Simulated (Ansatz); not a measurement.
**TaN: response to biaxial strain in the a-b plane**

One table from this session's results is given with a row withheld; the runs are named, their logs left out.

Program: Ansatz 0.2.0. Level of theory: DFT r2SCAN, scalar-relativistic, plane waves, PAW. These are calculated values, not measurements.

## Starting point

Symmetry: P-6m2, No. 187, hexagonal system. The conventional cell has a = 2.936 Å, b = 2.936 Å, c = 2.885 Å, α = 90.00°, β = 90.00°, γ = 120.00°. Ta (site symmetry -6m2) has 6 N at 2.23 Å in its first shell of neighbours. N (site symmetry -6m2) is surrounded by 6 Ta at 2.23 Å.

As a file:

```xyz
2
Lattice="2.9362 0.0000 0.0000 -1.4681 2.5428 0.0000 0.0000 0.0000 2.8846" Properties=species:S:1:pos:R:3 pbc="T T T"
Ta    0.0000    1.6952    1.4423
N     0.0000    0.0000    0.0000
```

This cell was relaxed beforehand with the same method: volume 10.77 Å³/atom, gap on the mesh none (metal).

The unstrained cell was computed beforehand with the same settings: E(σ→0) = -10331.8040 eV for 2 atoms, gap none (metal).

The first run:

Input file input.yaml:

```yaml
crystal:
  lattice:
    - [2.8921120123, 0.0, 0.0]
    - [-1.4460560062, 2.5046424733, 0.0]
    - [0.0, 0.0, 2.9105801196]
  atoms:
    - { symbol: Ta, position: [0.3333333333, 0.6666666667, 0.5] }
    - { symbol: "N", position: [0.0, 0.0, 0.0] }
basis:
  ecutwfc: 500
kpoints:
  mp_grid: { grid: [24, 24, 18] }
hamiltonian:
  xc: r2scan
scf:
  occupations: { method: gaussian, width: 0.1 }
output:
  forces: true
  stress: true
  eigenvalues: true
relax:
  adjacent_minimum: "off"
  f_tol: 0.008
  max_steps: 40
  cell: { stress_tol: 0.015, fix: [a, b, gamma] }
```

Run with:

```sh
ansatz run input.yaml --threads 1 --pin off --max-ram 2560MiB --backend cpu --events-out ev --progress --plain --runs-dir out
```

Steps of the session up to this table: At -1.5 %; The cell strained by +1.5 %; Strain -3.0 %; The cell strained by +3.0 %; At -4.5 %; Strain +4.5 %.

One of the session's tables, all rows but one given; the rest of the session is left out.

Lengths are those of the vectors of the cell that was run; stresses in GPa:

```
strain (%)  ΔE (meV/atom)  a (Å)  b (Å)  c (Å)
      -4.5          126.4  2.804  2.804  2.936
      -3.0              ?      ?      ?      ?
      -1.5           13.1  2.892  2.892  2.900
      +0.0            0.0  2.936  2.936  2.885
      +1.5           12.3  2.980  2.980  2.870
      +3.0           47.5  3.024  3.024  2.857
      +4.5          103.1  3.068  3.068  2.845
```

Q: Estimate the row for strain (%) = -3.0 from the others.

Worked estimate for «ΔE (meV/atom)». A straight line through the neighbours (-4.5, 126.4) and (-1.5, 13.1) gives 126.4 + (13.1 − 126.4) × (-3.0 + 4.5) / (-1.5 + 4.5) = 69.8; a parabola fitted to 3 rows on both sides gives 55.2.

As computed: ΔE (meV/atom): 54.3; a (Å): 2.848; b (Å): 2.848; c (Å): 2.918. In «ΔE (meV/atom)» the line misses by +15.5 and the parabola by +0.9.

ΔE is over the unstrained cell. Stress in GPa, positive in compression, on the Cartesian axes of the input. 
